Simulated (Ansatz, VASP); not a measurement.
## Cr in VASP and in Ansatz

File INCAR:

```
PREC     = Accurate       # precision mode
ENCUT    = 520            # plane-wave cutoff, eV
EDIFF    = 1E-6           # SCF threshold, eV
ISMEAR   = 0              # smearing method
SIGMA    = 0.1            # smearing width, eV
LREAL    = F              # projectors in reciprocal space
LASPH    = T              # aspherical terms in the spheres
NELM     = 100            # most SCF steps
ALGO     = Normal         # electronic algorithm
ISIF     = 2              # what is computed and relaxed
LWAVE    = F              # write WAVECAR
LCHARG   = F              # write CHGCAR
GGA      = PE             # functional
NBANDS   = 12             # bands
```

Contents of KPOINTS:

```
Automatic mesh
0
Gamma
  20 20 20
```

The input POSCAR:

```
Cr
1.0
   -1.4518419962      1.4518419962      1.4518419962
    1.4518419962     -1.4518419962      1.4518419962
    1.4518419962      1.4518419962     -1.4518419962
Cr
1
Direct
    0.0000000000      0.0000000000      0.0000000000
```

Input for Ansatz:

```yaml
crystal:
  lattice:
    - [-1.4518419962, 1.4518419962, 1.4518419962]
    - [1.4518419962, -1.4518419962, 1.4518419962]
    - [1.4518419962, 1.4518419962, -1.4518419962]
  atoms:
    - { symbol: Cr, position: [0.0, 0.0, 0.0] }
basis:
  ecutwfc: 420
kpoints:
  mp_grid: { grid: [20, 20, 20] }
hamiltonian:
  xc: pbe
scf:
  occupations: { method: gaussian, width: 0.1 }
output:
  forces: true
  stress: true
  eigenvalues: true
```

Alike in both runs: task single point; functional PBE; k mesh 20 × 20 × 20; occupations gaussian, width 0.1 eV; no spin polarisation.

|  | VASP | Ansatz |
| --- | --- | --- |
| version | VASP 6.6.1 | Ansatz 0.2.0 |
| potentials or method | VASP PAW PBE potentials, release 64 (Cr_pv) | scalar-relativistic, plane waves, PAW |
| plane-wave cutoff (eV) | 520 | 420 |
| valence electrons in the cell | 12 | 14 |

|  | VASP | Ansatz | Ansatz less VASP |
| --- | --- | --- | --- |
| gap on the k mesh at the Fermi level (eV) | none | none | - |
| pressure (GPa) | -13.7 | -13.3 | +0.42 |

A gap of «none» marks a metal or a gap that the smearing closes. The two sets of potentials don't hold the same shells in valence.

Caveats: the run has no spin polarisation, though such a crystal can be magnetic. Spin polarisation is off, so any magnetic state and its effect on volume and gap are missing.
